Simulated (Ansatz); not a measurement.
Run on AgBr: DFT, PBE, PAW with Ansatz's default frozen-core files, scalar-relativistic (Ansatz 0.2.0). This run: atoms relaxed at 0.8 of the base cell's volume.

The base volume is that of a database entry, so it needn't be at zero pressure; the structure needn't be the stable phase, at rest or compressed.

Command: `ansatz run input.yaml --threads 1 --pin off --max-ram 2048MiB --backend cpu --events-out ev --progress --plain --runs-dir out` It took 1.4 s on 1 thread of Intel(R) Xeon(R) Platinum 8488C (Sapphire Rapids) (shared host), peak memory 0.37 GiB.

```yaml
crystal:
  lattice:
    - [0.0, 2.6644112382, 2.6644112382]
    - [2.6644112382, 0.0, 2.6644112382]
    - [2.6644112382, 2.6644112382, 0.0]
  atoms:
    - { symbol: Ag, position: [0.0, 0.0, 0.0] }
    - { symbol: Br, position: [0.5, 0.5, 0.5] }
kpoints:
  mp_grid: { grid: [9, 9, 9] }
scf:
  occupations: { method: fermi_dirac, width: 0.03 }
hamiltonian:
  xc: pbe
  pseudopotentials: { kind: paw }
output:
  forces: true
  stress: true
  write_density: true
  write_potential: true
  elf: true
  volumetric_format: npy
relax:
  f_tol: 0.01
  max_steps: 30
```

Output:

```
Warning: output.stress: scf.convergence.dr2_threshold = 1e-7 eV (the SCF's general default) is looser than the 2e-10 eV advised for a printed stress (1e-10 eV for each atom of the cell: 2). What an SCF threshold leaves in a stress goes as its square root, and in the free energy as the threshold itself, and one threshold admits the most on a small cell: of the crystals measured, under no hybrid functional and no lock of the moments, on runs that ended without the residual-converged pass, on stresses that held no estimate of that error, the worst erred by over 100 MPa in a component at 1e-7 eV an atom and by under 5 at 1e-10. Every solve of this run answers to scf.convergence.dr2_threshold, and the tensor of one is reported: a single SCF on the reported geometry and on this run's grids (its basis.xc_grid and basis.ecutrho_ratio typed), with scf.convergence.dr2_threshold at 2e-10 eV or tighter, prints it and tightens no other solve. Else set scf.convergence.dr2_threshold to 2e-10 eV or tighter. The threshold is an SCF's pass mark: one that does not reach it within its budget of iterations ends unconverged, or closes short of it on a stop that the run arms, and scf.convergence.dr2_threshold's page says what that costs each kind of run
Engine: ansatz 0.2.0
Pseudopotentials: kind: paw
Pseudopotential: Ag, paw, valence charge 19, recommended cutoff 420 eV (normal), Ag.paw.azcp
Pseudopotential: Br, paw, valence charge 7, recommended cutoff 420 eV (normal), Br.paw.azcp
Functional definition: PBE
  parameter kappa = 0.804
  parameter beta = 0.06672455060314922
  exchange = pbe_x(kappa = kappa, mu = beta*pi^2/3)
  correlation = pbe_c(beta = beta)
Crystal: 2 atoms, lattice volume = 37.830 Å³
Basis set: ecut = 420 eV, 725 PW (Γ), exchange–correlation on 54×54×54 points (8 copies of the dense FFT grid, shifted against one another)
Bands: 17, of which v1, the nominal top of the filled ones, is band 13 counted from 1 (12 counted from 0)
Symmetry: 48 space group operations
Space group: Fm-3m (ITA 225), of the structure as read, at distance tolerance 3.4e-5 Å
k-points: 35 of 729
Non-local potential: Ag, projectors of the file, l = 0: 3, l = 1: 2, l = 2: 2, l = 3: 1
Non-local potential: Br, projectors of the file, l = 0: 2, l = 1: 2, l = 2: 2
PAW form: soft (Blöchl's): semilocal exchange-correlation on the pseudo side does not see the compensation charge
PAW one-centre angular grid: Ag, 590 points (default); XC on 64 Gauss nodes
PAW one-centre angular grid: Br, 110 points (default); XC on 64 Gauss nodes
Initial density: superposition of atomic densities (neutral atoms: chi_scale 0, normalization atom), corrected by the library's trained network
Initial wavefunctions: pseudopotential atomic-orbital guess
Functional: x = pbe(κ = 0.804, μ = 0.2195149727645171), c = pbe(β = 0.06672455060314922)
SCF iter   1: F=—  HF=-10373.739940 eV  |F-HF|=—  |Δ(HF+E_count)|=         —  Δρ=1.26e-3  dr2=5.92e-4  ethr=1.77e-3  ⟨swp⟩=5.1  Hψ=2966  notcnv=0
preconditioner: auto → none  [insulator: Δε(μ)=0.830 eV  Ē_g=11.801 eV  σ=0.030 eV  W_gap=1.00  n_scr=14 (ndim 8)  ℏωp=25.6 eV  f_vac=0.002  D(μ)=0.00/eV (n_scr^D=0)  ε∞_Penn≈5.7]
SCF iter   2: F=—  HF=-10373.741596 eV  |F-HF|=—  |Δ(HF+E_count)|=   1.66e-3  Δρ=3.85e-4  dr2=1.89e-5  ethr=2.28e-6  ⟨swp⟩=2.9  Hψ=1632  notcnv=0
SCF iter   3: F=—  HF=-10373.741617 eV  |F-HF|=—  |Δ(HF+E_count)|=   2.13e-5  Δρ=1.65e-4  dr2=3.52e-6  ethr=7.28e-8  ⟨swp⟩=2.0  Hψ=937  notcnv=0
SCF iter   4: F=—  HF=-10373.741621 eV  |F-HF|=—  |Δ(HF+E_count)|=   4.07e-6  Δρ=9.00e-5  dr2=2.66e-6  ethr=1.35e-8  ⟨swp⟩=2.0  Hψ=1050  notcnv=0
iter 5 did not close the SCF: its close was put off for the readings that it lacked (scf_convergence_deferred on its scf_iter line)
SCF iter   5: F=-10373.741621 eV  HF=-10373.741621 eV  |F-HF|=4.37e-9  |Δ(HF+E_count)|=   3.20e-7  Δρ=8.81e-6  dr2=2.03e-8  ethr=1.02e-8  ⟨swp⟩=2.1  Hψ=871  notcnv=0
SCF iter   6: F=-10373.741621 eV  HF=-10373.741621 eV  |F-HF|=1.46e-9  |Δ(HF+E_count)|=   1.42e-8  Δρ=1.71e-6  dr2=5.61e-10  ethr=7.79e-11  ⟨swp⟩=6.1  Hψ=3752  notcnv=0
SCF 1 converged in 6 iterations: F = -10373.741621 eV  dr2 = 5.61e-10
  greatest PAW one-centre occupation: 1.000 electrons in one spin orbital (limit 2), on the Ag atom at site 0 (counted from 0), in its partial waves of l = 0
relax step   1: F+E_penalty+E_count = -10373.74162075 eV  Δ(F+E_penalty+E_count) = +0.000e0 eV  max|allowed force component| = 1.775e-30 eV/Å  Δτ_max = 0.0000 Å  (6 SCF iters, accepted)
NSCF: frozen V_eff on 35 k-points
the band table was solved once a step of the walk had ended and its energy, with any forces and stress, was formed, with the checks that follow a solve (3130 applications of the Hamiltonian). They found nothing against the state; the energy, forces and stress were not computed again (output.eigenvalues in the input reference)
SCF converged after 6 iterations
Free energy (F): -10373.741621 eV
Harris-Foulkes:  -10373.741621 eV  (|F-HF|=1.46e-9)
Internal energy: -10373.741621 eV  (E = F + TS)
E sigma→0 (E₀):  -10373.741621 eV
Entropy (-TS):   -0.000000 eV (-0.000 meV/atom)
Fermi energy:    12.865838 eV
--- Per-component energies (eV) ---
  E_band       = -279.846810
  E_kinetic    = 667.628430
  E_local      = -2989.519102  (includes V_loc(G=0)·N_el)
  E_nonlocal   = 154.047667
  E_hartree    = 1327.850397
  E_xc         = -450.574081
  E_vxc        = -340.225192  (∫ρ·V_xc dr)
  E_paw        = -6151.723728  (= ΣΔE_a)
  E_vpaw       = -427.478407  (= ΣTr[D̂ρ^β])
  E_aug_tail   = 0.000300  (compensation charges beyond the density's cutoff)
  E_ewald      = -2931.451505
  E_smearing   = -0.000000  (= −TS)
  E_closure    = 0.000000  (closes the sum)
  Σ components = -10373.741621   (vs F -10373.741621, Δ=0.00e0)
--- Forces (eV/Å), atoms counted from 1 ---
  atom   1  Ag    -0.00000000     0.00000000    -0.00000000
  atom   2  Br     0.00000000    -0.00000000     0.00000000
  max |Σ_I F_I| component: 5.26e-31 eV/Å
--- Stress (GPa, compression-positive) ---
       22.273972       0.000000      -0.000000
       -0.000000      22.273972       0.000000
       -0.000000      -0.000000      22.273972
  P = ⅓ Tr σ = 22.2740 GPa (222.740 kbar)
--- Band table (eV; the first three rows and the last of 35) ---
  k-point 0: bands = ["-78.6153", "-42.1526", "-42.1526", "-42.1526", "-4.3358", "8.4433", "8.4433", "8.4433", "8.4550", "8.4550", "9.6386", "9.6386", "9.6386", "13.2361", "22.3004", "22.3004", "22.3004"]
  k-point 1: bands = ["-78.6153", "-42.1533", "-42.1527", "-42.1527", "-4.2490", "7.9920", "7.9920", "8.0665", "8.5022", "8.5022", "9.2904", "10.1922", "10.1922", "14.0596", "20.9275", "22.0840", "22.0840"]
  k-point 2: bands = ["-78.6152", "-42.1551", "-42.1530", "-42.1530", "-4.0159", "6.9346", "7.3516", "7.3516", "8.6526", "8.6526", "9.1941", "11.0828", "11.0828", "15.3873", "19.7185", "20.9088", "20.9088"]
  k-point 34: bands = ["-78.6150", "-42.1568", "-42.1561", "-42.1548", "-3.4138", "6.3430", "6.7554", "6.8676", "9.0386", "9.0780", "9.3250", "9.4997", "10.3309", "16.4958", "19.2558", "19.7927", "20.9164"]
--- Relaxed structure (1 steps of the walk, 1 accepted, 0 SCFs on fresh bases) ---
  F+E_penalty+E_count = -10373.74162075 eV   max|allowed force component| = 1.775e-30 eV/Å
  atoms:
    - { symbol: Ag, position: [0.0, 0.0, 0.0] }
    - { symbol: Br, position: [0.5, 0.5, 0.5] }
```

Next run (volume at 0.8 of the series' base cell), as changes to the input before:

```diff
   mp_grid: { grid: [9, 9, 9] }
+  band_path:
+    path:
+      - [0.0, 0.0, 0.0]
+      - [0.5, 0.0, 0.5]
+      - [0.625, 0.25, 0.625]
+      - [0.375, 0.375, 0.75]
+      - [0.0, 0.0, 0.0]
+      - [0.5, 0.5, 0.5]
+      - [0.5, 0.25, 0.75]
+      - [0.5, 0.0, 0.5]
+    npoints: 6
 scf:
   stress: true
-  write_density: true
-  write_potential: true
-  elf: true
-  volumetric_format: npy
-relax:
-  f_tol: 0.01
-  max_steps: 30
+  eigenvalues: true
+  efg: { contact_densities: true }
+  populations: true
```

Command: `ansatz run input.yaml --threads 1 --pin off --max-ram 2048MiB --backend cpu --events-out ev --progress --plain --runs-dir out` It took 2.9 s on 1 thread of Intel(R) Xeon(R) Platinum 8488C (Sapphire Rapids), with other jobs on the host, peak memory 0.38 GiB.

Results part of the output:

```
SCF 1 converged in 6 iterations: F = -10373.741621 eV  dr2 = 5.58e-10
  greatest PAW one-centre occupation: 1.000 electrons in one spin orbital (limit 2), on the Ag atom at site 0 (counted from 0), in its partial waves of l = 0
NSCF: frozen V_eff on 43 k-points
SCF converged after 6 iterations
Free energy (F): -10373.741621 eV
Harris-Foulkes:  -10373.741621 eV  (|F-HF|=1.47e-9)
Internal energy: -10373.741621 eV  (E = F + TS)
E sigma→0 (E₀):  -10373.741621 eV
Entropy (-TS):   -0.000000 eV (-0.000 meV/atom)
Fermi energy:    12.865838 eV
--- Per-component energies (eV) ---
  E_band       = -279.846810
  E_kinetic    = 667.628430
  E_local      = -2989.519094  (includes V_loc(G=0)·N_el)
  E_nonlocal   = 154.047665
  E_hartree    = 1327.850390
  E_xc         = -450.574081
  E_vxc        = -340.225192  (∫ρ·V_xc dr)
  E_paw        = -6151.723726  (= ΣΔE_a)
  E_vpaw       = -427.478406  (= ΣTr[D̂ρ^β])
  E_aug_tail   = 0.000300  (compensation charges beyond the density's cutoff)
  E_ewald      = -2931.451505
  E_smearing   = -0.000000  (= −TS)
  E_closure    = 0.000000  (closes the sum)
  Σ components = -10373.741621   (vs F -10373.741621, Δ=0.00e0)
--- Forces (eV/Å), atoms counted from 1 ---
  atom   1  Ag    -0.00000000     0.00000000    -0.00000000
  atom   2  Br     0.00000000    -0.00000000     0.00000000
  max |Σ_I F_I| component: 6.74e-30 eV/Å
--- Stress (GPa, compression-positive) ---
       22.273967       0.000000       0.000000
        0.000000      22.273967       0.000000
       -0.000000      -0.000000      22.273967
  P = ⅓ Tr σ = 22.2740 GPa (222.740 kbar)
--- PAW observables at the nuclei: V_zz in 10²¹ V/m², potentials from the cell's mean, atoms counted from 1 ---
  atom   1  Ag V_zz =    +0.000000   η = 0.0000   by run symmetry: forbidden
            electrostatic potential = -7480.177785 V   contact ρ = 948370.158817 e/Å³
  atom   2  Br V_zz =    +0.000000   η = 0.0000   by run symmetry: forbidden
            electrostatic potential = -4913.942690 V   contact ρ = 293247.473832 e/Å³
--- Band table (eV; the first three rows and the last of 35) ---
  k-point 0: bands = ["-78.6153", "-42.1526", "-42.1526", "-42.1526", "-4.3358", "8.4433", "8.4433", "8.4433", "8.4550", "8.4550", "9.6386", "9.6386", "9.6386", "13.2361", "22.3004", "22.3004", "22.3004"]
  k-point 1: bands = ["-78.6153", "-42.1533", "-42.1527", "-42.1527", "-4.2490", "7.9920", "7.9920", "8.0665", "8.5022", "8.5022", "9.2904", "10.1922", "10.1922", "14.0596", "20.9275", "22.0840", "22.0840"]
  k-point 2: bands = ["-78.6152", "-42.1551", "-42.1530", "-42.1530", "-4.0159", "6.9346", "7.3516", "7.3516", "8.6526", "8.6526", "9.1941", "11.0828", "11.0828", "15.3873", "19.7185", "20.9088", "20.9088"]
  k-point 34: bands = ["-78.6150", "-42.1568", "-42.1561", "-42.1548", "-3.4138", "6.3430", "6.7554", "6.8676", "9.0386", "9.0780", "9.3250", "9.4997", "10.3309", "16.4958", "19.2558", "19.7927", "20.9164"]
--- Löwdin populations: 2 sites ---
  site symbol       q [e]
     0     Ag     18.5034
     1     Br      7.3701
  spilling = 0.004865 (of n_electrons = 26.000000)
```

Next run (atoms relaxed at 0.65 of the base cell's volume), as changes to the input before:

```diff
   lattice:
-    - [0.0, 2.6644112382, 2.6644112382]
-    - [2.6644112382, 0.0, 2.6644112382]
-    - [2.6644112382, 2.6644112382, 0.0]
+    - [0.0, 2.4862361682, 2.4862361682]
+    - [2.4862361682, 0.0, 2.4862361682]
+    - [2.4862361682, 2.4862361682, 0.0]
   atoms:
   mp_grid: { grid: [9, 9, 9] }
-  band_path:
-    path:
-      - [0.0, 0.0, 0.0]
-      - [0.5, 0.0, 0.5]
-      - [0.625, 0.25, 0.625]
-      - [0.375, 0.375, 0.75]
-      - [0.0, 0.0, 0.0]
-      - [0.5, 0.5, 0.5]
-      - [0.5, 0.25, 0.75]
-      - [0.5, 0.0, 0.5]
-    npoints: 6
 scf:
   stress: true
-  eigenvalues: true
-  efg: { contact_densities: true }
-  populations: true
+  write_density: true
+  write_potential: true
+  elf: true
+  volumetric_format: npy
+relax:
+  f_tol: 0.01
+  max_steps: 30
```

Command: `ansatz run input.yaml --threads 1 --pin off --max-ram 2048MiB --backend cpu --events-out ev --progress --plain --runs-dir out` It took 1.2 s on 1 thread of Intel(R) Xeon(R) Platinum 8488C (Sapphire Rapids), with other jobs on the host, peak memory 0.37 GiB.

Results part of the output:

```
Warning: output.stress: scf.convergence.dr2_threshold = 1e-7 eV (the SCF's general default) is looser than the 2e-10 eV advised for a printed stress (1e-10 eV for each atom of the cell: 2). What an SCF threshold leaves in a stress goes as its square root, and in the free energy as the threshold itself, and one threshold admits the most on a small cell: of the crystals measured, under no hybrid fun
NSCF: frozen V_eff on 35 k-points
the band table was solved once a step of the walk had ended and its energy, with any forces and stress, was formed, with the checks that follow a solve (3148 applications of the Hamiltonian). They found nothing against the state; the energy, forces and stress were not computed again (output.eigenvalues in the input reference)
SCF converged after 6 iterations
Free energy (F): -10371.920825 eV
Harris-Foulkes:  -10371.920825 eV  (|F-HF|=2.09e-10)
Internal energy: -10371.920824 eV  (E = F + TS)
E sigma→0 (E₀):  -10371.920824 eV
Entropy (-TS):   -0.000000 eV (-0.000 meV/atom)
Fermi energy:    17.674833 eV
--- Per-component energies (eV) ---
  E_band       = -187.958526
  E_kinetic    = 677.029861
  E_local      = -2664.952375  (includes V_loc(G=0)·N_el)
  E_nonlocal   = 154.919401
  E_hartree    = 1208.851106
  E_xc         = -454.571241
  E_vxc        = -345.624737  (∫ρ·V_xc dr)
  E_paw        = -6151.665163  (= ΣΔE_a)
  E_vpaw       = -427.030854  (= ΣTr[D̂ρ^β])
  E_aug_tail   = 0.000332  (compensation charges beyond the density's cutoff)
  E_ewald      = -3141.532745
  E_smearing   = -0.000000  (= −TS)
  E_closure    = 0.000000  (closes the sum)
  Σ components = -10371.920825   (vs F -10371.920825, Δ=0.00e0)
--- Forces (eV/Å), atoms counted from 1 ---
  atom   1  Ag    -0.00000000     0.00000000    -0.00000000
  atom   2  Br     0.00000000    -0.00000000     0.00000000
  max |Σ_I F_I| component: 8.87e-31 eV/Å
--- Stress (GPa, compression-positive) ---
       67.603584      -0.000000      -0.000000
       -0.000000      67.603584      -0.000000
       -0.000000       0.000000      67.603584
  P = ⅓ Tr σ = 67.6036 GPa (676.036 kbar)
--- Band table (eV; the first three rows and the last of 35) ---
  k-point 0: bands = ["-74.9796", "-38.5354", "-38.5354", "-38.5354", "-1.5328", "11.7268", "11.7268", "11.7268", "11.7746", "11.7746", "13.6039", "13.6039", "13.6039", "18.6287", "26.7918", "27.1518", "27.1518"]
  k-point 1: bands = ["-74.9795", "-38.5375", "-38.5357", "-38.5357", "-1.3962", "11.2240", "11.2240", "11.3032", "11.8213", "11.8213", "13.1839", "14.2881", "14.2881", "19.5365", "25.3430", "26.9152", "26.9152"]
  k-point 2: bands = ["-74.9793", "-38.5427", "-38.5363", "-38.5363", "-1.0208", "9.9937", "10.4252", "10.4252", "12.0546", "12.0546", "12.9708", "15.4705", "15.4705", "20.7418", "24.4626", "25.6614", "25.6614"]
  k-point 34: bands = ["-74.9786", "-38.5477", "-38.5457", "-38.5416", "-0.0459", "9.1462", "9.6937", "9.7398", "12.6628", "12.7792", "13.0918", "13.4442", "14.3113", "21.7878", "24.0452", "24.3999", "26.0587"]
--- Relaxed structure (1 steps of the walk, 1 accepted, 0 SCFs on fresh bases) ---
  F+E_penalty+E_count = -10371.92082471 eV   max|allowed force component| = 1.397e-30 eV/Å
  atoms:
    - { symbol: Ag, position: [0.0, 0.0, 0.0] }
    - { symbol: Br, position: [0.5, 0.5, 0.5] }
```

Next run (volume at 0.65 of the series' base cell), as changes to the input before:

```diff
   mp_grid: { grid: [9, 9, 9] }
+  band_path:
+    path:
+      - [0.0, 0.0, 0.0]
+      - [0.5, 0.0, 0.5]
+      - [0.625, 0.25, 0.625]
+      - [0.375, 0.375, 0.75]
+      - [0.0, 0.0, 0.0]
+      - [0.5, 0.5, 0.5]
+      - [0.5, 0.25, 0.75]
+      - [0.5, 0.0, 0.5]
+    npoints: 6
 scf:
   stress: true
-  write_density: true
-  write_potential: true
-  elf: true
-  volumetric_format: npy
-relax:
-  f_tol: 0.01
-  max_steps: 30
+  eigenvalues: true
+  efg: { contact_densities: true }
+  populations: true
```

Results part of the output:

```
SCF 1 converged in 6 iterations: F = -10371.920825 eV  dr2 = 1.28e-9
  greatest PAW one-centre occupation: 1.000 electrons in one spin orbital (limit 2), on the Ag atom at site 0 (counted from 0), in its partial waves of l = 0
NSCF: frozen V_eff on 43 k-points
SCF converged after 6 iterations
Free energy (F): -10371.920825 eV
Harris-Foulkes:  -10371.920825 eV  (|F-HF|=2.07e-10)
Internal energy: -10371.920824 eV  (E = F + TS)
E sigma→0 (E₀):  -10371.920824 eV
Entropy (-TS):   -0.000000 eV (-0.000 meV/atom)
Fermi energy:    17.674833 eV
--- Per-component energies (eV) ---
  E_band       = -187.958526
  E_kinetic    = 677.029860
  E_local      = -2664.952374  (includes V_loc(G=0)·N_el)
  E_nonlocal   = 154.919400
  E_hartree    = 1208.851106
  E_xc         = -454.571240
  E_vxc        = -345.624737  (∫ρ·V_xc dr)
  E_paw        = -6151.665163  (= ΣΔE_a)
  E_vpaw       = -427.030854  (= ΣTr[D̂ρ^β])
  E_aug_tail   = 0.000332  (compensation charges beyond the density's cutoff)
  E_ewald      = -3141.532745
  E_smearing   = -0.000000  (= −TS)
  E_closure    = -0.000000  (closes the sum)
  Σ components = -10371.920825   (vs F -10371.920825, Δ=0.00e0)
--- Forces (eV/Å), atoms counted from 1 ---
  atom   1  Ag    -0.00000000     0.00000000    -0.00000000
  atom   2  Br     0.00000000    -0.00000000     0.00000000
  max |Σ_I F_I| component: 4.73e-30 eV/Å
--- Stress (GPa, compression-positive) ---
       67.603582      -0.000000      -0.000000
       -0.000000      67.603582       0.000000
       -0.000000      -0.000000      67.603582
  P = ⅓ Tr σ = 67.6036 GPa (676.036 kbar)
--- PAW observables at the nuclei: V_zz in 10²¹ V/m², potentials from the cell's mean, atoms counted from 1 ---
  atom   1  Ag V_zz =    -0.000000   η = 0.0000   by run symmetry: forbidden
            electrostatic potential = -7484.648192 V   contact ρ = 948390.692027 e/Å³
  atom   2  Br V_zz =    +0.000000   η = 0.0000   by run symmetry: forbidden
            electrostatic potential = -4918.705856 V   contact ρ = 293247.145955 e/Å³
--- Band table (eV; the first three rows and the last of 35) ---
  k-point 0: bands = ["-74.9796", "-38.5354", "-38.5354", "-38.5354", "-1.5328", "11.7268", "11.7268", "11.7268", "11.7746", "11.7746", "13.6039", "13.6039", "13.6039", "18.6287", "26.7918", "27.1518", "27.1518"]
  k-point 1: bands = ["-74.9795", "-38.5375", "-38.5357", "-38.5357", "-1.3962", "11.2240", "11.2240", "11.3032", "11.8213", "11.8213", "13.1839", "14.2881", "14.2881", "19.5365", "25.3430", "26.9152", "26.9152"]
  k-point 2: bands = ["-74.9793", "-38.5427", "-38.5363", "-38.5363", "-1.0208", "9.9937", "10.4252", "10.4252", "12.0546", "12.0546", "12.9708", "15.4705", "15.4705", "20.7418", "24.4626", "25.6614", "25.6614"]
  k-point 34: bands = ["-74.9786", "-38.5477", "-38.5457", "-38.5416", "-0.0459", "9.1462", "9.6937", "9.7398", "12.6628", "12.7792", "13.0918", "13.4442", "14.3113", "21.7878", "24.0452", "24.3999", "26.0587"]
--- Löwdin populations: 2 sites ---
  site symbol       q [e]
     0     Ag     18.4940
     1     Br      7.3283
  spilling = 0.006836 (of n_electrons = 26.000000)
```
